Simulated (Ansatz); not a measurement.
Input:

CsBr:
```cif
data_BrCs
_chemical_formula_sum 'Cs1 Br1'
_space_group_name_H-M_alt 'Pm-3m'
_space_group_IT_number 221
_space_group_name_Hall '-P 4 2 3'
_cell_length_a 4.38949
_cell_length_b 4.38949
_cell_length_c 4.38949
_cell_angle_alpha 90.000
_cell_angle_beta 90.000
_cell_angle_gamma 90.000
loop_
_atom_site_label
_atom_site_type_symbol
_atom_site_symmetry_multiplicity
_atom_site_Wyckoff_symbol
_atom_site_fract_x
_atom_site_fract_y
_atom_site_fract_z
_atom_site_occupancy
Cs1 Cs 1 a 0.00000 0.00000 0.00000 1
Br1 Br 1 b 0.50000 0.50000 0.50000 1
```

This is the PBE-relaxed structure.

### Question
All from PBE in the plane-wave PAW code Ansatz, unless another level is named. Give the hole effective mass.

### Answer
0.60, 4.3, 4.3 mₑ (principal values).

### Question
Give the hole effective mass with spin–orbit coupling, band 1 of 2 at the edge.

### Answer
4.7 along [100], 2.8 along [110], 2.4 along [111] (mₑ).

### Question
What about the valence-band maximum?

### Answer
at M.

### Question
Predict the weight of the conduction-edge state by species (Voronoi cells).

### Answer
Cs 54 %, Br 46 %.

### Question
Predict the conduction-band minimum.

### Answer
at Γ.

The PBE relaxation kept the symmetry of its start. Scalar-relativistic: spin–orbit coupling is off unless named, which matters more the heavier the elements.

Potentials: the later of the program's two PAW sets.

Edges and masses are those of Kohn–Sham bands, whose gap is no quasiparticle gap.
